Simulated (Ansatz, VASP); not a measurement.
**Sn in VASP and in Ansatz**

File INCAR:

```
PREC = Accurate
ENCUT = 520
EDIFF = 1E-6
ISMEAR = -1
SIGMA = 0.05
LREAL = False
LASPH = True
NELM = 80
ALGO = Normal
ISIF = 2
LWAVE = False
LCHARG = True
METAGGA = R2SCAN
LMIXTAU = True
LELF = True
LVHAR = True
NBANDS = 21
```

KPOINTS

```
Automatic mesh
0
Gamma
  7 7 7
```

The input POSCAR:

```
Sn
1.0
    0.0000000000      3.2333428000      3.2333428000
    3.2333428000      0.0000000000      3.2333428000
    3.2333428000      3.2333428000      0.0000000000
Sn
2
Direct
    0.7500000000      0.7500000000      0.7500000000
    0.5000000000      0.5000000000      0.5000000000
```

input.yaml

```yaml
crystal:
  lattice:
    - [0.0, 3.2333428, 3.2333428]
    - [3.2333428, 0.0, 3.2333428]
    - [3.2333428, 3.2333428, 0.0]
  atoms:
    - { symbol: Sn, position: [0.75, 0.75, 0.75] }
    - { symbol: Sn, position: [0.5, 0.5, 0.5] }
hamiltonian:
  xc: r2scan
  pseudopotentials: { kind: paw }
kpoints:
  mp_grid: { grid: [7, 7, 7] }
scf:
  occupations: { method: fermi_dirac, width: 0.05 }
output:
  forces: true
  stress: true
  eigenvalues: true
  write_density: true
  write_potential: true
  elf: true
  volumetric_format: npy
```

This isn't the form of Sn at room conditions, which is tetragonal (white tin).

Alike in both runs: task single point; functional r2SCAN; k mesh 7 × 7 × 7; occupations fermi-dirac, width 0.05 eV; no spin polarisation.

|  | VASP | Ansatz |
| --- | --- | --- |
| version | VASP 6.6.1 | Ansatz 0.2.0 |
| potentials or method | VASP PAW PBE potentials, release 64 (Sn_d) | Ansatz PAW |
| plane-wave cutoff (eV) | 520 | 500 |
| valence electrons in the cell | 28 | 28 |

|  | VASP | Ansatz | Ansatz less VASP |
| --- | --- | --- | --- |
| gap on the k mesh at the Fermi level (eV) | none | none | - |
| pressure (GPa) | 2.2 | 2.2 | +0.07 |

A gap of «none» marks a metal or a gap that the smearing closes. The functional is the same, so the differences come from potentials, cutoffs and numerics.

Caveats: the PAW data sets were made with another functional, which shifts forces and pressure a little (VASP); the PAW data sets come from PBE, with cores solved anew for the run's functional, which leaves a small shift of forces and pressure (Ansatz).
